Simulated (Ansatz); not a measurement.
# C (P6_3/mmc): phonon calculation by linear response, by script

Wanted for C (P6_3/mmc): a phonon calculation by linear response.

A COD entry behind a cell of this session may itself be a prediction, so a difference from it is no test against experiment.

Computed with Ansatz 0.2.0, driven from Python. Level of theory: DFT PBEsol, plane waves, PAW.

### Step 1. The system

The structure is hexagonal, space group P6_3/mmc (No. 194). Conventional cell: a = 2.522 Å, b = 2.522 Å, c = 4.119 Å, α = 90.00°, β = 90.00°, γ = 120.00°. Around C (site symmetry 3m) lie 4 C at 1.54 Å.

The script holds or builds the structure itself.

### Step 2. Script

run_dfpt.py

```python
# -*- coding: utf-8 -*-
"""Zone-centre and zone-boundary phonons of C by linear response."""

from pathlib import Path
import warnings

import ansatz as az
import numpy as np

warnings.simplefilter("ignore", az.DeckWarning)

lattice = az.Lattice.of(
    [2.5221, 0.0, 0.0],
    [-1.26105, 2.1842, 0.0],
    [0.0, 0.0, 4.1186],
)
sites = [
    ("C", [1 / 3, 2 / 3, 0.0625]),
    ("C", [2 / 3, 1 / 3, 0.5625]),
    ("C", [1 / 3, 2 / 3, 0.4375]),
    ("C", [2 / 3, 1 / 3, 0.9375]),
]
xtal = az.Crystal(lattice=lattice)
for symbol, position in sites:
    xtal = xtal.atom(symbol, position)

calc = (
    xtal.calculation()
    .functional("pbesol")
    .occupations("cold", width=0.1)  # the run then minimises F = E - TS
    .kpoints(16, 16, 10)  # the mesh must be finer for metals
    .phonons("dfpt", points=[(0, 0, 0), (0, 0, 0.5), (0.5, 0.5, 0.5)])
)
done = calc.run(threads=1, pin="off", runs_dir="runs")
ph = done.phonons

for q in ph.qpoints:
    thz = np.asarray(q.omega_inv_cm) / 33.35641
    print("q = ({:.2f}, {:.2f}, {:.2f})".format(*q.q_frac), np.round(thz, 2) + 0.0, "THz")
```

### Step 3. Running it

On the command line:

```sh
$ python run_dfpt.py
```

The log of the run:

```text
RunWarning: eigensolver did not converge (k=23): 1 band(s) unlocked after 20 sweeps at ethr=1.00e-12 eV (lowest unlocked band 11, counted from 0; max residual 1.02e-5 eV among the unlocked bands, 1.02e-5 eV over every band); it also stands for any lines of this kind, at other spin channels or k-points, that are folded behind it: those get no warning and are in no list of notices (the docstring of `ansatz.RunWarning` has the rule; a callback given to `ansatz.Run.execute(on_event=...)` receives each)
q = (0.00, 0.00, 0.00) [ 0.    0.    0.   15.54 15.54 33.08 35.18 35.18 37.08 38.45 38.45 39.02] THz
q = (0.00, 0.00, 0.50) [11.61 11.61 11.61 11.61 22.01 22.01 36.73 36.73 36.73 36.73 39.12 39.12] THz
q = (0.50, 0.50, 0.50) [19.6  19.6  21.43 21.43 31.1  31.1  33.38 33.38 35.91 35.91 36.06 36.06] THz
```

(Warnings from the package without file and line.)

Run time: 1.8 min. Hardware: 1 thread of Arm Neoverse V1, shared host; peak memory 1.2 GiB.

Lines on the test bed's own set-up are left out of the output.

A comment line of the script is reworded here; the code is as run.

### Step 4. The run's own record

From the engine's report, whether the script printed it or not:

```tsv
item	value
SCF cycles in all	7
k-points solved	180
plane waves	451
bands	12
valence electrons	16
free energy (eV)	-986.55158
Fermi level (eV)	15.272
lowest empty less highest filled level on the mesh, by band count (eV)	3.235
```

### Step 5. The modes

Frequencies in cm⁻¹ (negative: imaginary):

| q | frequencies |
| --- | --- |
| 0.000 0.000 0.000 | 0 0 0 518 518 1103 1173 1173 1237 1283 1283 1302 |
| 0.000 0.000 0.500 | 387 387 387 387 734 734 1225 1225 1225 1225 1305 1305 |
| 0.500 0.500 0.500 | 654 654 715 715 1037 1037 1114 1114 1198 1198 1203 1203 |

### Step 6. Results

```
                       quantity                             value
                    free energy  -986.5516 eV (-246.6379 eV/atom)
                gap on the mesh                           3.24 eV
              highest frequency                         1305 cm⁻¹
imaginary modes at these points                              none
```

In words: No mode at these points is imaginary. The highest lies at 1305 cm⁻¹ (39.1 THz). On the mesh the gap is 3.24 eV; the true edges may lie between its points. Gaps at this rung are as a rule too small against experiment. Caveats:
- The cell isn't relaxed first, so the values belong to this volume.
- The structure is taken as given; imaginary modes can come from an unrelaxed or unstable start. Phonons of metals also depend on mesh and smearing.
